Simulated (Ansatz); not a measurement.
SnTe: energy along a strain

SnTe, Fm-3m, a = 6.313 Å (as given, not relaxed at this level: 2.0 GPa). Ansatz: PBE, PAW, 420 eV, Γ-centred 10×10×10 mesh on 2 atoms, Gaussian smearing 0.03 eV; no spin polarisation. Cell vectors (Å): 0.000 3.156 3.156; 3.156 0.000 3.156; 3.156 3.156 0.000. The cell is strained by x per cent times the pattern (1 1 0 0 0 0) in the order xx yy zz yz xz xy (engineering shears), with fractional coordinates held. y is the free energy over the start, V0 = 31.450 Å³/atom.

| x (%) | y (meV/atom) |
| --- | --- |
| -4.00 | ? |
| -3.00 | 51.53 |
| -2.00 | 27.73 |
| -1.00 | 10.78 |
| 0.00 | 0.00 |
| 1.00 | -5.26 |
| 2.00 | -5.61 |
| 3.00 | -1.55 |
| 3.50 | 1.99 |
| 4.00 | 6.46 |

Q: Fit y = c1 x + c2 x² + c3 x³ to the other rows, get the stiffness along the pattern, and predict the missing energy.

A: Least squares on the rows shown. y = −7.9617 x + 2.7771 x² − 0.096525 x³. The clamped-ion stiffness p·C·p = 2 × 27.77 eV × 160.2 / 31.450 Å³ = 283 GPa (second derivative at the start, which stands under stress). At x = -4.00 the fit asked for gives 82.46 meV/atom. The run gave 82.91 meV/atom, so the fit is 0.45 meV/atom too low, 0.51 % of the span of the series, against an rms of 0.05 meV/atom on the fitted rows. The row lies outside the fitted range. With a term in x⁴ added, a fit to the same known rows predicts 82.97 meV/atom, so most of the miss is curvature that the known rows already hold.